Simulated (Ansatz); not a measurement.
# Pt: the cost of one run

Program: Ansatz 0.2.0. Level of theory: DFT PBE, scalar-relativistic, plane waves, PAW. These are calculated values, not measurements.

The COD entry's cell or inner coordinates are ideal or old and differ from later refinements, so a difference from it is no clean test against experiment.

18 further runs of the same task are left out: 1 that didn't finish, 17 set aside as unsound or not needed.

**1. The system as given**

It takes space group Fm-3m (No. 225, cubic). Conventional cell: a = 3.970 Å, b = 3.970 Å, c = 3.970 Å, α = 90.00°, β = 90.00°, γ = 90.00°. Pt (site symmetry m-3m) has 12 Pt at 2.81 Å as nearest neighbours.

Structure file:

```cif
data_structure
_symmetry_space_group_name_H-M 'P 1'
_symmetry_Int_Tables_number 1
_cell_length_a 2.8072
_cell_length_b 2.8072
_cell_length_c 2.8072
_cell_angle_alpha 60.000
_cell_angle_beta 60.000
_cell_angle_gamma 60.000
_cell_volume 15.64
loop_
_atom_site_label
_atom_site_type_symbol
_atom_site_fract_x
_atom_site_fract_y
_atom_site_fract_z
_atom_site_occupancy
Pt1 Pt 0.00000 0.00000 0.00000 1
```

It is the result of an earlier relaxation at this level (volume 15.64 Å³/atom; gap on the mesh: none (metal)).

**2. What is varied**

The energy is mapped over two homogeneous strains (x along [1 0 0], y along [0 1 0], z along [0 0 1] of the conventional cell).

The axes are (1) equal engineering shear yz, xz and xy: 7 values from −15 to 15 %; (2) equal normal strain along x, y and z: 7 values from −3 to 3 %.

Nothing else is relaxed (symmetry fixes all fractional coordinates). Energies count from the relaxed crystal. Points are written as (first, second).

**3. The run at (−15 %, −2 %)**

Contents of input.yaml:

```yaml
crystal:
  lattice:
    - [-0.2977447067, 1.7963930639, 1.7963930639]
    - [1.7963930639, -0.2977447067, 1.7963930639]
    - [1.7963930639, 1.7963930639, -0.2977447067]
  atoms:
    - { symbol: Pt, position: [0.0, 0.0, 0.0] }
basis:
  ecutwfc: 420
kpoints:
  mp_grid: { grid: [20, 20, 20] }
hamiltonian:
  xc: pbe
  pseudopotentials: { kind: paw, azcp: { folder: soft_1 } }
scf:
  occupations: { method: gaussian, width: 0.15 }
output:
  forces: true
  stress: true
  eigenvalues: true
  write_density: true
  write_potential: true
  elf: true
  volumetric_format: npy
```

Launch:

```
$ ansatz run input.yaml --threads 1 --pin off --max-ram 2048MiB --backend cpu --events-out ev --progress --plain --runs-dir out
```

**Question.** How long does this run take on 1 thread of Arm Neoverse N1, shared host, and how much memory does it need?

About 20 s, with a peak of 0.38 GiB.
